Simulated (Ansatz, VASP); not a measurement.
**Ir: VASP beside Ansatz**

```
Ir
1.0
     3.94347    0.00000    0.00000
    -1.97173    3.41514    0.00000
     0.00000    0.00000    6.30244
Ir
4
Direct
  0.33333 0.66667 0.05936
  0.66667 0.33333 0.55936
  0.33333 0.66667 0.44064
  0.66667 0.33333 0.94064
```

Alike in both runs: functional r2SCAN; k mesh 6 × 6 × 4; occupations gaussian, width 0.1 eV; no spin polarisation.

Ansatz relaxed the structure, and its values are those at the end. VASP's run is a single point on that final structure, the one shown.

|  | VASP | Ansatz |
| --- | --- | --- |
| version | VASP 6.6.1 | Ansatz 0.2.0 |
| potentials or method | VASP PAW PBE potentials, release 64 (Ir) | scalar-relativistic, plane waves, PAW |
| plane-wave cutoff (eV) | 520 | 500 |
| valence electrons in the cell | 36 | 68 |

Ansatz gave:

```
gap on the k mesh at the Fermi level (eV) : none
pressure (GPa)                            : -0.1
rms of the force components (eV/Å)        : 0.001
```

**Question.** Estimate VASP's values.

**Answer.** gap on the k mesh at the Fermi level (eV): none; pressure (GPa): 0.3; rms of the force components (eV/Å): 0.008.

A gap of «none» marks a metal or a gap that the smearing closes. The functional is the same, so the differences come from potentials, cutoffs and numerics. The two sets of potentials don't hold the same shells in valence.

Caveats: the PAW data sets were made with another functional, which shifts forces and pressure a little (VASP). Spin-orbit coupling is left out, which matters for the levels of Ir.
